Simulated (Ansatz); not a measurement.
BeO (wurtzite)

```
CELL_PARAMETERS angstrom
      2.71181     0.00000     0.00000
     -1.35591     2.34850     0.00000
      0.00000     0.00000     4.40456
ATOMIC_POSITIONS crystal
  Be 0.66667 0.33333 0.00149
  Be 0.33333 0.66667 0.50149
  O  0.66667 0.33333 0.62371
  O  0.33333 0.66667 0.12371
```

Grid over V/V₀ and (c/a)/(c/a)₀, subscript 0 meaning the relaxed cell; the conventional c axis lies along z; no internal relaxation.

All values below come from PBE (plane waves to 420 eV, PAW, scalar-relativistic; Ansatz, a quantum-chemistry and plane-wave program). k mesh 14×14×8 (Γ-centred), Fermi-Dirac smearing 0.05 eV. The energy includes the smearing's −TS. As the atoms are clamped, bonds stretch with the cell, which overstates energies and stresses. BeO was relaxed with its symmetry unable to fall. The zero of ΔE is the relaxed starting cell.

Question: What ΔE (meV/atom) does the calculation give at all points of the grid V/V₀ = 0.960, 0.980, 1.000, 1.020, 1.040 by (c/a)/(c/a)₀ = 0.880, 0.940, 1.000, 1.060, 1.120?

Answer: ΔE (meV/atom), with V/V₀ across and (c/a)/(c/a)₀ down:

```csv
(c/a)/(c/a)₀ \ V/V₀,0.960,0.980,1.000,1.020,1.040
0.880,114.6,104.4,98.5,96.4,97.7
0.940,32.4,25.5,22.7,23.6,27.9
1.000,7.8,1.9,0.0,1.8,6.9
1.060,29.2,22.4,19.7,20.7,25.1
1.120,87.7,78.7,73.9,72.9,75.3
```

(Under strain, the slope of the energy per volume gives the stress and its curvature an elastic modulus.)
